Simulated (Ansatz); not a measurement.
# Computed properties of MgS (NiAs type)

All numbers come from the plane-wave code Ansatz. These are computed values for a spin-unpolarised cell that may be hypothetical; none is a measurement.

MgS built on the NiAs prototype, relaxed with r2SCAN. It is hexagonal, P6_3/mmc (No. 194); a = 3.645 Å, c = 6.147 Å in the conventional setting, 17.69 Å³ an atom. Mg has 6 S at 2.61 Å; S has 6 Mg at 2.61 Å.

Relaxed lattice by functional, symmetry kept:
```csv
functional,k mesh,a (Å),c (Å),volume (Å³/atom)
PBE,12×12×4,3.666,6.178,17.97
r2SCAN,12×12×4,3.645,6.147,17.69
PBEsol,12×12×4,3.629,6.131,17.48
LDA,12×12×4,3.593,6.062,16.95
HSE06,6×6×4,3.641,6.138,17.62
```

Gaps on the r2SCAN cell, each the least over its mesh and the special points:
```tsv
level	k mesh	gap (eV)	kind	edges	least direct gap (eV)	rough cost
LDA	12×12×4	3.19	indirect	Γ → K	3.30	2.4 core-seconds
PBE	12×12×4	3.42	indirect	Γ → K	3.54	3 core-seconds
r2SCAN	12×12×4	4.07	indirect	Γ → K	4.44	5 core-seconds
HSE06	6×6×4	4.46	indirect	Γ → K	4.65	60 core-seconds
DDH-PBE0	6×6×4	4.71	indirect	Γ → K	4.86	90 core-seconds
PBE0	6×6×4	5.19	indirect	Γ → K	5.35	60 core-seconds
r2SCAN0	6×6×4	5.61	indirect	Γ → K	5.90	90 core-seconds
Hartree-Fock	6×6×4	11.07	indirect	Γ → K	11.58	90 core-seconds
G0W0@PBE (211 empty bands, 120 eV, 6×6×2)	6×6×2	4.78	–	Γ → K (mesh)	–	70 core-seconds
G0W0@PBE (524 empty bands, 220 eV, 6×6×2)	6×6×2	4.92	–	Γ → K (mesh)	–	9 core-minutes
```
PBE: smearing of 0.02 eV; the others have fixed occupations.
Wave cutoffs: 420 eV, 500 eV (r2SCAN, r2SCAN0).
The G0W0 gap is PBE's gap over the path plus the quasiparticle shift read on the mesh. G0W0 here is at a finite number of bands, screening cutoff and k mesh, not at the basis limit.
Costs come from shared machines and give only the order; PBE's includes the band path. The runs had 2 threads of Intel(R) Xeon(R) 6975P-C (Granite Rapids), on a shared host.

With HSE06 the valence top lies at Γ and the conduction bottom at K, 4.46 eV higher; the smallest vertical gap, at Γ, is 4.65 eV.

Taking G0W0@PBE (524 empty bands, 220 eV, 6×6×2), 4.92 eV, as the yardstick (a computed one, not at the basis limit), DDH-PBE0 comes nearest, -0.21 eV off. The others: PBE0 +0.27, HSE06 -0.46, r2SCAN0 +0.69, r2SCAN -0.85, PBE -1.51, LDA -1.73, Hartree-Fock +6.15 eV. The yardstick's own error is a tenth of an eV or more. r2SCAN covers 63 % of the step from PBE to HSE06. Among these functionals the gap stays indirect.

r2SCAN (ground state on 6×6×4): ε∞: 4.92 along x and y, 4.94 along z. Born charges, averaged over directions: Mg +2.27, S -2.27 e. PBE (ground state on 6×6×4): The clamped-ion dielectric constant comes out as 5.44 along x and y, 5.47 along z. Born charges, averaged over directions: Mg +2.29, S -2.29 e.

On the PBEsol cell (a = 3.629 Å, c = 6.131 Å), with PBEsol: The zone-centre optical frequencies run from 173 to 410 cm⁻¹, none imaginary (the rest of the zone wasn't tested). The long-range field leaves the highest mode where it is. By the program's warning the force constants, and with them frequencies and ε⁰, aren't converged on this mesh. The electronic dielectric tensor ε∞ is 5.55 along x and y, 5.59 along z. With the ions relaxed, ε⁰ is 13.2 along x and y, 14.4 along z. Born charges, averaged over directions: Mg +2.27, S -2.27 e.

The meshes of the hybrids are coarse, so their gaps aren't converged to the digits shown.
